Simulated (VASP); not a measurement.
# Pd (Fm-3m) in VASP: a series of runs, part 2 of 2

VASP 6.6.1. Earlier steps stand in the parts before.

## (4) Relaxation of cell and atoms, PBEsol

This run uses another cell than the first one, of 14.53 Å³/atom, 0.970 times its volume.

File INCAR:

```
PREC = Accurate
ENCUT = 600
EDIFF = 1E-7
ISMEAR = 1
SIGMA = 0.1
LREAL = False
LASPH = True
NELM = 80
ALGO = Normal
ISIF = 3
LWAVE = False
LCHARG = False
GGA = PS
IBRION = 2
NSW = 90
EDIFFG = -0.005
```

File KPOINTS:

```
regular mesh
0
Gamma
  16 16 16
```

File POSCAR:

```
Pd                                      
1.0
    0.0000000000      1.9367489731      1.9367489731
    1.9367489731      0.0000000000      1.9367489731
    1.9367489731      1.9367489731      0.0000000000
  Pd            
     1
Direct
     0.0000000000000000    0.0000000000000000    0.0000000000000000
```

Potentials or basis: VASP PAW PBE potentials, release 64 (Pd).

The run is started by

```bash
$ cat potpaw_PBE.64/Pd/POTCAR > POTCAR
$ mpirun -np 1 vasp_std > vasp.out
```

OUTCAR:

```text
PREC = Accurate
   ENCUT = 600
   EDIFF = 1E-7
   ISMEAR = 1
   LREAL = False
   LASPH = True
   NELM = 80
   ISIF = 3
   GGA = PS
   IBRION = 2
   NSW = 90
   EDIFFG = -0.005

 ion  position               nearest neighbor table
   1  0.000  0.000  0.000-

  LATTYP: Found a face centered cubic cell.
 ALAT       =     3.8734979462

  Lattice vectors:

 A1 = (   0.0000000000,   1.9367489731,   1.9367489731)
 A2 = (   1.9367489731,   0.0000000000,   1.9367489731)
 A3 = (   1.9367489731,   1.9367489731,   0.0000000000)
[... 462 lines left out ...]
      2       6.8097      2.00000
      3       7.0835      2.00000
      4       7.1221      2.00000
      5       8.4964      2.00000
      6       8.6609      2.00000
      7      27.3994      0.00000
      8      30.0405      0.00000
      9      31.6693      0.00000

 [... further k-points ...]
[... 5 lines left out ...]
  --------------------------------------------------------------------------------------
  -------------------------------------------------------------------------------------
  Total       -0.0017219     -0.0017219     -0.0017219      0.0000000      0.0000000     -0.0000000
  in kB       -0.1898803     -0.1898803     -0.1898803      0.0000000      0.0000000     -0.0000000
  external PRESSURE =      -0.1898803 kB  Pullay stress =       0.0000000 kB

 VOLUME and BASIS-vectors are now :
 -----------------------------------------------------------------------------
  energy-cutoff  :      600.00
  volume of cell :       14.53
      direct lattice vectors                 reciprocal lattice vectors
     0.000000000  1.936748973  1.936748973    -0.258164588  0.258164588  0.258164588
     1.936748973  0.000000000  1.936748973     0.258164588 -0.258164588  0.258164588
     1.936748973  1.936748973  0.000000000     0.258164588  0.258164588 -0.258164588

 POSITION                                       TOTAL-FORCE (eV/Angst)
 -----------------------------------------------------------------------------------
      0.00000      0.00000      0.00000         0.000000      0.000000      0.000000
 -----------------------------------------------------------------------------------
    total drift:                               -0.000000     -0.000000     -0.000000

  FREE ENERGIE OF THE ION-ELECTRON SYSTEM (eV)
  ---------------------------------------------------
  free  energy   TOTEN  =        -5.9599627615 eV

  energy  without entropy=       -5.9600060709  energy(sigma->0) =       -5.95997720

 reached required accuracy - stopping structural energy minimisation
```

Run time: 6.7 s. Hardware: 1 thread of Intel Xeon 6975P-C (Granite Rapids), shared host; peak memory 0.15 GiB.

What came out:

| Property | Result |
| --- | --- |
| Free energy | -5.9600 eV |
| Pressure after relaxing | 0.0 GPa |
| Band gap on the k mesh | none (metal or under the smearing width) |

Final structure:
```
CELL_PARAMETERS angstrom
0.00000 1.93675 1.93675
1.93675 0.00000 1.93675
1.93675 1.93675 0.00000
ATOMIC_POSITIONS crystal
Pd 0.00000 0.00000 0.00000
```

Levels at points of the mesh, in eV from the Fermi level:
| k point | band 2 | band 3 | band 4 | band 5 | band 6 | band 7 | band 8 | band 9 |
| --- | --- | --- | --- | --- | --- | --- | --- | --- |
| (0.00, 0.00, 0.00) | -2.94 | -2.94 | -2.94 | -1.26 | -1.26 | 17.11 | 21.97 | 21.97 |
| (0.50, 0.00, 0.00) | -2.98 | -2.98 | -0.03 | -0.03 | 0.86 | 7.37 | 16.47 | 21.14 |
| (0.50, 0.50, 0.00) | -5.27 | -0.05 | 0.29 | 0.29 | 3.23 | 10.85 | 13.17 | 13.17 |

Caveat: the relaxation stopped at its first step, so nothing moved; the PAW data sets were made with another functional, which shifts forces and pressure a little.

## (5) Relaxation of cell and atoms, PBE

This run uses another cell than the first one, of 14.75 Å³/atom, 0.985 times its volume.

File INCAR:

```
SYSTEM = Pd
PREC     = Accurate       ! precision mode
ENCUT    = 600            ! plane-wave cutoff, eV
EDIFF    = 1E-6           ! SCF threshold, eV
ISMEAR   = 1              ! smearing method
SIGMA    = 0.1            ! smearing width, eV
LREAL    = .FALSE.        ! projectors in reciprocal space
LASPH    = .TRUE.         ! aspherical terms in the spheres
NELM     = 80             ! most SCF steps
ALGO     = Normal         ! electronic algorithm
ISIF     = 3              ! what is computed and relaxed
LWAVE    = .FALSE.        ! write WAVECAR
LCHARG   = .FALSE.        ! write CHGCAR
GGA      = PE             ! functional
IBRION   = 2              ! ionic algorithm
NSW      = 90             ! ionic steps
EDIFFG   = -0.01          ! ionic threshold
```

File KPOINTS:

```
regular mesh
0
G
  16 16 16
  0 0 0
```

File POSCAR:

```
Pd
1.0
    0.0000000000      1.9465000000      1.9465000000
    1.9465000000      0.0000000000      1.9465000000
    1.9465000000      1.9465000000      0.0000000000
Pd
1
Direct
    0.0000000000      0.0000000000      0.0000000000
```

The run is started by

```bash
$ cat potpaw_PBE.64/Pd/POTCAR > POTCAR
$ mpirun -np 1 vasp_std > vasp.out
```

It took 15 s on 1 thread of Intel Xeon 6975P-C (Granite Rapids), shared host; peak memory 0.17 GiB.

It converged, with:

- Free energy: -5.2169 eV
- Relaxed volume: 15.30 Å³/atom
- Relaxed cell: a = 2.786 Å, b = 2.786 Å, c = 2.786 Å, α = 60.00°, β = 60.00°, γ = 60.00°
- Space group after relaxing (to 0.05 Å): Fm-3m (No. 225)
- Energy gained by relaxing: 10.9 meV/atom
- Ionic steps: 3
- Pressure after relaxing: -0.1 GPa
- Band gap on the k mesh: none (metal or under the smearing width)

Step by step:
| step | energy change (eV) | largest force (eV/Å) | pressure (GPa) | volume (Å³) |
| --- | --- | --- | --- | --- |
| 1 | 0.0000 | 0.0000 | 6.74 | 14.75 |
| 2 | 0.0101 | 0.0000 | -7.70 | 16.11 |
| 3 | -0.0109 | 0.0000 | -0.07 | 15.30 |

Final structure:
```yaml
crystal:
  lattice:
    - [0.00000, 1.97026, 1.97026]
    - [1.97026, 0.00000, 1.97026]
    - [1.97026, 1.97026, 0.00000]
  atoms:
    - { symbol: Pd, position: [0.00000, 0.00000, 0.00000] }
```

Levels at points of the mesh, in eV from the Fermi level:
```tsv
k point	band 3	band 4	band 5	band 6	band 7	band 8
(0.00, 0.00, 0.00)	-2.68	-2.68	-1.16	-1.16	17.16	21.73
(0.50, 0.00, 0.00)	-2.72	-0.03	-0.03	1.09	7.03	16.51
(0.50, 0.50, 0.00)	-0.06	0.27	0.27	3.34	10.39	13.00
```

PBE usually gives volumes a little too large and moduli too small. Zero-point motion and thermal expansion aren't in these numbers.

## (6) Relaxation of cell and atoms, PBE

This run uses another cell than the first one, of 15.30 Å³/atom, 1.022 times its volume.

INCAR: that of step 5 with these lines changed.

```diff
@@ -3,3 +3,3 @@
 ENCUT    = 600            ! plane-wave cutoff, eV
-EDIFF    = 1E-6           ! SCF threshold, eV
+EDIFF    = 1E-7           ! SCF threshold, eV
 ISMEAR   = 1              ! smearing method
@@ -16,2 +16,2 @@
 NSW      = 90             ! ionic steps
-EDIFFG   = -0.01          ! ionic threshold
+EDIFFG   = -0.005         ! ionic threshold
```

KPOINTS is that of step 5.

File POSCAR:

```
Pd                                      
1.0
    0.0000000000      1.9702591630      1.9702591630
    1.9702591630      0.0000000000      1.9702591630
    1.9702591630      1.9702591630     -0.0000000000
  Pd            
     1
Direct
     0.0000000000000000    0.0000000000000000    0.0000000000000000
```

Potentials or basis: VASP PAW PBE potentials, release 64 (Pd).

The run is started by

```bash
$ cat potpaw_PBE.64/Pd/POTCAR > POTCAR
$ mpirun -np 1 vasp_std > vasp.out
```

OUTCAR:

```text
SYSTEM = Pd
   PREC = Accurate
   ENCUT = 600
   EDIFF = 1E-7
   ISMEAR = 1
   LREAL = .FALSE.
   LASPH = .TRUE.
   NELM = 80
   ISIF = 3
   GGA = PE
   IBRION = 2
   NSW = 90
   EDIFFG = -0.005

 ion  position               nearest neighbor table
   1  0.000  0.000  0.000-

  LATTYP: Found a face centered cubic cell.
 ALAT       =     3.9405183260

  Lattice vectors:

 A1 = (   0.0000000000,   1.9702591630,   1.9702591630)
 A2 = (   1.9702591630,   0.0000000000,   1.9702591630)
 A3 = (   1.9702591630,   1.9702591630,   0.0000000000)

Analysis of symmetry for initial positions (statically):
=====================================================================
 Subroutine PRICEL returns:
 Original cell was already a primitive cell.

 Routine SETGRP: Setting up the symmetry group for a
 face centered cubic supercell.

 Subroutine GETGRP returns: Found 48 space group operations
 (whereof 48 operations were pure point group operations)
 out of a pool of 48 trial point group operations.

The static configuration has the point symmetry O_h .

Analysis of symmetry for dynamics (positions and initial velocities):
=====================================================================
 Subroutine PRICEL returns:
 Original cell was already a primitive cell.

 Routine SETGRP: Setting up the symmetry group for a
 face centered cubic supercell.

 Subroutine GETGRP returns: Found 48 space group operations
 (whereof 48 operations were pure point group operations)
 out of a pool of 48 trial point group operations.

The dynamic configuration has the point symmetry O_h .

 Subroutine INISYM returns: Found 48 space group operations
 (whereof 48 operations are pure point group operations),
 and found     1 'primitive' translations

[... 123 lines left out ...]
 conjugate gradient relaxation of ions
 non-spin polarized calculation
 Methfessel and Paxton  Order N= 1 SIGMA  =   0.10
  energy-cutoff  :      600.00
  volume of cell :       15.30
 maximum number of plane-waves:       531
 NGX is ok and might be reduce to    24
   NGX = 11   NGY = 11   NGZ = 11

--------------------------------------- Ionic step        1  -------------------------------------------

 number of electron      10.0000000 magnetization

 Free energy of the ion-electron system (eV)
  ---------------------------------------------------
  ext. energy  EPLUGINS =         0.00000000
  ---------------------------------------------------
  free energy    TOTEN  =        -5.21730311 eV

  energy without entropy =       -5.21701912  energy(sigma->0) =       -5.21720845

------------------------ aborting loop because EDIFF is reached ----------------------------------------

  FORCE on cell =-STRESS in cart. coord.  units (eV):
  Direction    XX          YY          ZZ          XY          YZ          ZX
  --------------------------------------------------------------------------------------
  -------------------------------------------------------------------------------------
  Total       -0.0057727     -0.0057727     -0.0057727      0.0000000      0.0000000      0.0000000
  in kB       -0.6046246     -0.6046246     -0.6046246      0.0000000      0.0000000      0.0000000
  external PRESSURE =      -0.6046246 kB  Pullay stress =       0.0000000 kB
[... 57 lines left out ...]
--------------------------------------- Ionic step        3  -------------------------------------------

 number of electron      10.0000000 magnetization

 Free energy of the ion-electron system (eV)
  ---------------------------------------------------
  ext. energy  EPLUGINS =         0.00000000
  ---------------------------------------------------
  free energy    TOTEN  =        -5.21730456 eV

  energy without entropy =       -5.21702315  energy(sigma->0) =       -5.21721076

 E-fermi :   9.1973     XC(G=0): -12.9599

 val. band max:        9.1909664666   @ k =   0.5000   0.1250   0.0000
 cond. band min:       9.2017151374   @ k =   0.5000   0.3750   0.0625
 fundamental gap:      0.0107486708
 Fermi energy:         9.1972901607

 k-point     1 :       0.0000    0.0000    0.0000
  band No.  band energies     occupation
      1       2.3235      2.00000
      2       6.5153      2.00000
      3       6.5153      2.00000
      4       6.5153      2.00000
      5       8.0341      2.00000
      6       8.0341      2.00000
      7      26.3566      0.00000
      8      30.9293      0.00000
      9      30.9293      0.00000
[... 265 lines left out ...]
 k-point    24 :      -0.0625    0.0625    0.0000
  band No.  band energies     occupation
      1       2.6850      2.00000
      2       6.3774      2.00000
      3       6.6266      2.00000
      4       6.6622      2.00000
      5       7.9084      2.00000
      6       8.0575      2.00000
      7      26.6807      0.00000
      8      29.1090      0.00000
      9      30.6639      0.00000

 [... further k-points ...]
[... 5 lines left out ...]
  --------------------------------------------------------------------------------------
  -------------------------------------------------------------------------------------
  Total        0.0015634      0.0015634      0.0015634     -0.0000000      0.0000000      0.0000000
  in kB        0.1638220      0.1638220      0.1638220     -0.0000000      0.0000000      0.0000000
  external PRESSURE =       0.1638220 kB  Pullay stress =       0.0000000 kB
[... 16 lines left out ...]
  FREE ENERGIE OF THE ION-ELECTRON SYSTEM (eV)
  ---------------------------------------------------
  free  energy   TOTEN  =        -5.2173045614 eV

  energy  without entropy=       -5.2170231545  energy(sigma->0) =       -5.21721076

 reached required accuracy - stopping structural energy minimisation
```

Wall time 13 s (1 thread of Intel Xeon 6975P-C (Granite Rapids), shared host); peak memory 0.16 GiB.

What came out:

| Property | Result |
| --- | --- |
| Free energy | -5.2173 eV |
| Relaxed volume | 15.29 Å³/atom |
| Relaxed cell | a = 2.786 Å, b = 2.786 Å, c = 2.786 Å, α = 60.00°, β = 60.00°, γ = 60.00° |
| Space group after relaxing (to 0.05 Å) | Fm-3m (No. 225) |
| Energy gained by relaxing | 0.0 meV/atom |
| Ionic steps | 3 |
| Pressure after relaxing | 0.0 GPa |
| Band gap on the k mesh | none (metal or under the smearing width) |

Final structure:
```cif
data_structure
_symmetry_space_group_name_H-M 'P 1'
_symmetry_Int_Tables_number 1
_cell_length_a 2.7859
_cell_length_b 2.7859
_cell_length_c 2.7859
_cell_angle_alpha 60.000
_cell_angle_beta 60.000
_cell_angle_gamma 60.000
_cell_volume 15.29
loop_
_atom_site_label
_atom_site_type_symbol
_atom_site_fract_x
_atom_site_fract_y
_atom_site_fract_z
_atom_site_occupancy
Pd1 Pd 0.00000 0.00000 0.00000 1
```

## (7) The runs side by side

```tsv
level	gap on the mesh (eV)	pressure (GPa)
r2SCAN	none	0.0
PBEsol	none	0.0
PBE	none	0.0
```

Alike in all rows: task relaxation of cell and atoms; potentials or basis VASP PAW PBE potentials, release 64 (Pd); no spin polarisation; cell relaxed; k mesh 16 × 16 × 16; cutoff (eV) 600; smearing methfessel-paxton 0.1 eV.

Caveats: the relaxation stopped at its first step, so nothing moved (some runs); the PAW data sets were made with another functional, which shifts forces and pressure a little (some runs).

Absolute energies hang on the potentials; compare differences alone.
